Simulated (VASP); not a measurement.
ZnSnN2:

```xyz
4
Lattice="3.4820 0.0000 0.0000 -1.7410 3.0155 0.0000 0.0000 0.0000 6.6807" Properties=species:S:1:pos:R:3 pbc="T T T"
Zn    0.0000    0.0000    3.3403
Sn    0.0000    0.0000    0.0000
N     0.0000    2.0103    5.8207
N     1.7410    1.0052    0.8600
```

The cell was built by a generator and needn't be a form met in nature.

- Program: VASP 6.6.1
- Task: relaxation of cell and atoms
- Functional: PBE
- Potentials or basis: VASP PAW PBE potentials, release 64 (Zn, Sn_d, N)
- Cutoff: 520 eV
- k mesh: 5 × 5 × 3
- Occupations: gaussian, width 0.15 eV
- Spin: no spin polarisation

At the start: pressure -3.6 GPa; volume 17.54 Å³/atom.

Task: Where does the relaxation end?

Result: Over 13 steps the energy falls by 755.1 meV/atom and the volume is 12.06 Å³/atom (-31.3 %); space group P-3m1 (No. 164, to 0.05 Å).

The path:
```csv
step,energy change (eV),largest force (eV/Å),pressure (GPa),volume (Å³)
1,0.0000,2.3199,-3.62,70.15
2,-0.5825,1.9966,-5.00,66.20
3,-1.7268,0.7335,-5.58,55.19
4,-1.7354,0.0405,-3.10,51.22
5,-1.7758,0.3288,-4.14,52.96
6,-2.0352,0.2232,-4.14,51.35
7,-2.5698,0.4922,4.14,46.67
8,-2.5976,0.8912,9.10,45.20
9,-2.5987,0.7159,6.34,45.78
10,-2.8157,0.5184,4.86,46.58
11,-3.0191,0.0534,-1.82,48.44
12,-3.0191,0.0719,-0.80,48.38
13,-3.0205,0.0376,-0.16,48.22
```

Final structure:
```cif
data_structure
_symmetry_space_group_name_H-M 'P 1'
_symmetry_Int_Tables_number 1
_cell_length_a 3.1909
_cell_length_b 3.1909
_cell_length_c 5.4692
_cell_angle_alpha 90.000
_cell_angle_beta 90.000
_cell_angle_gamma 120.000
_cell_volume 48.22
loop_
_atom_site_label
_atom_site_type_symbol
_atom_site_fract_x
_atom_site_fract_y
_atom_site_fract_z
_atom_site_occupancy
Zn1 Zn 0.00000 0.00000 0.50000 1
Sn1 Sn 0.00000 0.00000 0.00000 1
N1 N 0.33333 0.66667 0.76395 1
N2 N 0.66667 0.33333 0.23605 1
```

Caveat: the k mesh is coarse (spacing up to 0.42 Å⁻¹), so the values aren't converged; the volume moved by over 15 % at a fixed basis, so the end points are rough.
